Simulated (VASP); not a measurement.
CdS (Hawleyite): single point with RPBE

CdS (Hawleyite):

```xyz
2
Lattice="0.0000 2.9165 2.9165 2.9165 0.0000 2.9165 2.9165 2.9165 0.0000" Properties=species:S:1:pos:R:3 pbc="T T T"
Cd    0.0000    0.0000    0.0000
S     4.3748    4.3748    4.3748
```

```
Program             : VASP 6.6.1
Task                : single point
Functional          : RPBE
Potentials or basis : VASP PAW PBE potentials, release 64 (Cd, S)
Cutoff              : 520 eV
k mesh              : 8 × 8 × 8
Occupations         : gaussian, width 0.05 eV
Spin                : no spin polarisation
```

```json
{"Pressure": "5.4 GPa", "Band gap on the k mesh": "1.33 eV, direct"}
```

Levels at points of the mesh, in eV from the valence-band top:
```tsv
k point	band 7	band 8	band 9	band 10	band 11	band 12
(0.00, 0.00, 0.00)	0.00	0.00	0.00	1.33	6.63	6.63
(0.50, 0.00, 0.00)	-4.34	-0.74	-0.74	3.15	7.10	7.10
(0.50, 0.50, 0.00)	-3.91	-1.86	-1.86	3.74	4.45	9.45
```

It took 16 s on 1 thread of AMD EPYC 9R45 96-Core Processor (Zen 5), on a shared host, peak memory 0.15 GiB.

Caveat: the PAW data sets were made with another functional, which shifts forces and pressure a little. Expect the measured gap to be larger: semilocal functionals such as RPBE lack the derivative discontinuity.
